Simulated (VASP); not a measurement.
Set up this calculation in VASP 6.6.1, as the native input.

- Task: relaxation of cell and atoms
- Functional: r2SCAN
- Potentials or basis: VASP PAW PBE potentials, release 64 (Ni, O)
- Cutoff: 600 eV
- k mesh: 12 × 12 × 12
- Occupations: gaussian, width 0.03 eV
- Spin: collinear spin, ferromagnetic start
- Starting moments: [2.0, 0.0] μB
- Further INCAR settings: ALGO = Normal; EDIFF = 1e-07; AMIX = 0.2; BMIX = 0.0001; IBRION = 2; EDIFFG = -0.005; NSW = 90; ISIF = 3

The structure of NiO lies in POSCAR:

```
NiO                                     
1.0
   -0.0000000000      2.0933969133      2.0933969133
    2.0933969133     -0.0000000000      2.0933969133
    2.0933969133      2.0933969133      0.0000000000
  Ni              O             
     1     1
Direct
     0.0000000000000000    0.0000000000000000    0.0000000000000000
     0.5000000000000000    0.5000000000000000    0.5000000000000000
```

These files were run (other wordings do the same):

INCAR

```
  PREC = Accurate
  ENCUT = 600
  EDIFF = 1E-7
  ISMEAR = 0
  SIGMA = 0.03
  LREAL = F
  LASPH = T
  NELM = 150
  ALGO = Normal
  ISIF = 3
  LWAVE = F
  LCHARG = F
  ISPIN = 2
  MAGMOM = 2 0
  LORBIT = 11
  LMAXMIX = 4
  METAGGA = R2SCAN
  LMIXTAU = T
  IBRION = 2
  NSW = 90
  EDIFFG = -0.005
  AMIX = 0.2
  BMIX = 1E-4
  AMIX_MAG = 0.8
  BMIX_MAG = 1E-4
```

KPOINTS

```
Automatic mesh
0
Gamma
  12 12 12
```

Potentials or basis: VASP PAW PBE potentials, release 64 (Ni, O).

Launch:

```sh
$ cat potpaw_PBE.64/Ni/POTCAR potpaw_PBE.64/O/POTCAR > POTCAR
$ mpirun -np 1 vasp_std > vasp.out
```

Results of the run:

```yaml
Pressure_after_relaxing: 0.0 GPa
Band_gap_on_the_k_mesh: 0.74 eV, indirect (least direct gap 1.75 eV)
Net_moment: 2.00 μB per cell
Site_moments: Ni +1.69; O +0.28 μB
Valence_electrons_inside_the_program's_atomic_spheres: Ni 8.91; O 5.04
```

Caveat: the relaxation stopped at its first step, so nothing moved; the PAW data sets were made with another functional, which shifts forces and pressure a little; a cell with one magnetic atom can't hold antiferromagnetic order, which such compounds often take.

It took 52 s on 1 thread of Intel(R) Xeon(R) 6975P-C (Granite Rapids), on a shared host, peak memory 0.18 GiB.
